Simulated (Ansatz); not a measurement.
NbP: band structure with PBEsol

NbP:

```
Nb P
1.0
    -1.67492    1.67492    5.74011
     1.67492   -1.67492    5.74011
     1.67492    1.67492   -5.74011
Nb P
2 2
Cartesian
  1.6749 0.0000 2.8687
  0.0000 0.0000 5.7387
  0.0000 1.6749 3.8200
  0.0000 0.0000 0.9500
```

The cell is a database's computed one.

```
Program                             : Ansatz 0.2.0
Task                                : band structure
Functional                          : PBEsol
Potentials or basis                 : Ansatz PAW
Cutoff                              : 420 eV (not typed: the program's choice for these potentials)
k mesh                              : 11 × 11 × 11
Occupations                         : fermi-dirac, width 0.05 eV
Spin                                : spin-orbit coupling, no magnetisation
Path                                : [["G", "X", "Y", "S", "G", "Z", "S1", "N", "P", "Y1", "Z"], ["X", "P"]]
Points for each segment of the path : 14
```

```yaml
Pressure: -6.4 GPa
Largest_force: 0.017 eV/Å
Band_gap_on_the_k_mesh: none (metal or under the smearing width)
```

Forces in eV/Å, atoms in the order of the input:
```
Nb   0.000  0.000  0.017
Nb   0.000  0.000  0.017
P    0.000  0.000 -0.017
P    0.000  0.000 -0.017
```

Stress tensor (GPa, compression positive):
```
-6.31  0.00  0.00
 0.00 -6.31  0.00
 0.00  0.00 -6.52
```

Levels at the corners of the path, in eV from the Fermi level:
| point | band 34 | band 35 | band 36 | band 37 | band 38 | band 39 |
| --- | --- | --- | --- | --- | --- | --- |
| Γ | -1.37 | -1.32 | -1.32 | 0.83 | 0.83 | 1.60 |
| X | -0.45 | -0.43 | -0.43 | 2.96 | 2.96 | 2.96 |
| Y | -0.49 | -0.47 | -0.47 | 2.73 | 2.73 | 2.77 |
| S | -1.46 | -0.18 | -0.13 | 0.11 | 0.16 | 1.61 |
| Γ | -1.37 | -1.32 | -1.32 | 0.83 | 0.83 | 1.60 |
| Z | -0.51 | -0.51 | -0.51 | 1.19 | 1.19 | 1.19 |
| S1 | -1.46 | -0.18 | -0.13 | 0.11 | 0.16 | 1.61 |
| N | -1.52 | -0.12 | -0.12 | 0.08 | 0.08 | 1.30 |
| P | -0.45 | -0.41 | -0.38 | 2.96 | 2.97 | 2.97 |
| Y1 | -0.49 | -0.47 | -0.47 | 2.73 | 2.73 | 2.77 |
| Z | -0.51 | -0.51 | -0.51 | 1.19 | 1.19 | 1.19 |
| X | -0.45 | -0.43 | -0.43 | 2.96 | 2.96 | 2.96 |
| P | -0.45 | -0.41 | -0.38 | 2.96 | 2.97 | 2.97 |

Run time: 2.2 min on 2 threads of Arm Neoverse V1, with other jobs on the host, peak memory 0.93 GiB.

Caveat: the PAW data sets come from PBE, with cores solved anew for the run's functional, which leaves a small shift of forces and pressure.
